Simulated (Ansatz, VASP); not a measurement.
# Sb: VASP beside Ansatz

Contents of INCAR:

```
ALGO = Fast
EDIFF = 1E-6
ENCUT = 520
GGA = PE
ISIF = 2
ISMEAR = 0
LASPH = True
LCHARG = False
LREAL = False
LWAVE = False
NBANDS = 18
NELM = 100
PREC = Accurate
SIGMA = 0.1
```

The input KPOINTS:

```
k-points
0
Gamma
  12 12 12
```

POSCAR

```
Sb
1.0
   -3.9299857801      3.9299857801      1.9448318233
    3.9299857801     -3.9299857801      1.9448318233
    3.9299857801      3.9299857801     -1.9448318233
Sb
4
Direct
    0.3575099538      0.1424900462      0.5000000000
    0.8575099538      0.3575099538      0.2150199076
    0.6424900462      0.8575099538      0.5000000000
    0.1424900462      0.6424900462      0.7849800924
```

Input for Ansatz:

```yaml
crystal:
  lattice:
    - [-3.9299857801, 3.9299857801, 1.9448318233]
    - [3.9299857801, -3.9299857801, 1.9448318233]
    - [3.9299857801, 3.9299857801, -1.9448318233]
  atoms:
    - { symbol: Sb, position: [0.3575099538, 0.1424900462, 0.5] }
    - { symbol: Sb, position: [0.8575099538, 0.3575099538, 0.2150199076] }
    - { symbol: Sb, position: [0.6424900462, 0.8575099538, 0.5] }
    - { symbol: Sb, position: [0.1424900462, 0.6424900462, 0.7849800924] }
basis:
  ecutwfc: 420
kpoints:
  mp_grid: { grid: [12, 12, 12] }
hamiltonian:
  xc: pbe
scf:
  occupations: { method: gaussian, width: 0.1 }
output:
  forces: true
  stress: true
  eigenvalues: true
  populations: true
```

Alike in both runs: task single point; functional PBE; k mesh 12 × 12 × 12; occupations gaussian, width 0.1 eV; no spin polarisation.

|  | VASP | Ansatz |
| --- | --- | --- |
| version | VASP 6.6.1 | Ansatz 0.2.0 |
| potentials or method | VASP PAW PBE potentials, release 64 (Sb) | scalar-relativistic, plane waves, PAW |
| plane-wave cutoff (eV) | 520 | 420 |
| valence electrons in the cell | 20 | 60 |

```csv
,VASP,Ansatz,Ansatz less VASP
gap on the k mesh at the Fermi level (eV),none,none,-
pressure (GPa),10.2,10.1,-0.06
largest component of the traceless stress (GPa),2.01,1.96,-0.042
rms of the force components (eV/Å),0.818,0.805,-0.0135
```

Atom by atom the forces differ by 0.013 eV/Å (rms over components). A gap of «none» marks a metal or a gap that the smearing closes. The two sets of potentials don't hold the same shells in valence.

Caveats: forces of over 1 eV/Å show positions far from the minimum, so gaps and moduli don't describe the material at rest. Spin-orbit coupling is left out, which matters for the levels of Sb.
